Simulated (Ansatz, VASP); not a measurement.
# Two plane-wave programs on SiC2

```
CELL_PARAMETERS angstrom
2.47073 0.00000 0.00000
-1.23537 2.13972 0.00000
0.00000 0.00000 9.02103
ATOMIC_POSITIONS crystal
Si 0.00000 0.00000 0.00000
C 0.33333 0.66667 0.50000
C 0.66667 0.33333 0.50000
```

Alike in both runs: functional PBE; k mesh 24 × 24 × 6; occupations gaussian, width 0.1 eV; no spin polarisation.

Ansatz relaxed the structure, and its values are those at the end. VASP's run is a single point on that final structure, the one shown.

```csv
,VASP,Ansatz
version,VASP 6.6.1,Ansatz 0.2.0
potentials or method,"VASP PAW PBE potentials, release 64 (Si, C)","scalar-relativistic, plane waves, PAW"
plane-wave cutoff (eV),520,420
valence electrons in the cell,12,12
```

VASP gave:

| Quantity | Value |
| --- | --- |
| gap on the k mesh at the Fermi level (eV) | none |
| pressure (GPa) | 0.1 |

Q: Which values does Ansatz return?

A: gap on the k mesh at the Fermi level (eV): none; pressure (GPa): 0.0.

A gap of «none» marks a metal or a gap that the smearing closes. With one functional, cell and mesh, what is left measures potentials, basis and numerics.

Caveats: this functional lacks dispersion, which binds the layers, so the pressure and a relaxed spacing across them are unreliable.
